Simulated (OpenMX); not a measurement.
Bi, 2 atoms in the cell. It takes space group P2/m (No. 10, monoclinic). Conventional cell: a = 3.109 Å, b = 3.093 Å, c = 6.444 Å, α = 90.00°, β = 90.69°, γ = 90.00°. Bi (site symmetry m) has 6 Bi at 3.09 to 3.24 Å as nearest neighbours. This isn't the form of Bi at room conditions, which is rhombohedral.

| Quantity | Value |
| --- | --- |
| Program | OpenMX 3.8.5 |
| Task | single point |
| Functional | PBE |
| Potentials or basis | OpenMX 2013 PBE set, Bi8.0-s3p2d2f1, grid cutoff 500 Ry |
| k mesh | 7 × 7 × 3 |
| Occupations | fermi-dirac, width 0.05 eV |
| Spin | no spin polarisation |
| Mixing scheme | rmm-diisk |
| SCF threshold | 1e-08 Ha |
| Solver | band |
| Max SCF cycles | 100 |

Potentials or basis: OpenMX 2013 PBE set, Bi8.0-s3p2d2f1, grid cutoff 500 Ry.

The run is started by

```sh
$ openmx Bi.dat -nt 1 > Bi.std
```

Hardware: 1 thread of Arm Neoverse V2, on a shared host.

Q: Estimate the wall time of this run.

A: Run time: 2.6 min on 1 thread of Arm Neoverse V2, on a shared host, peak memory 1.6 GiB. Counts: k points 74, basis 52, scf iterations 16.
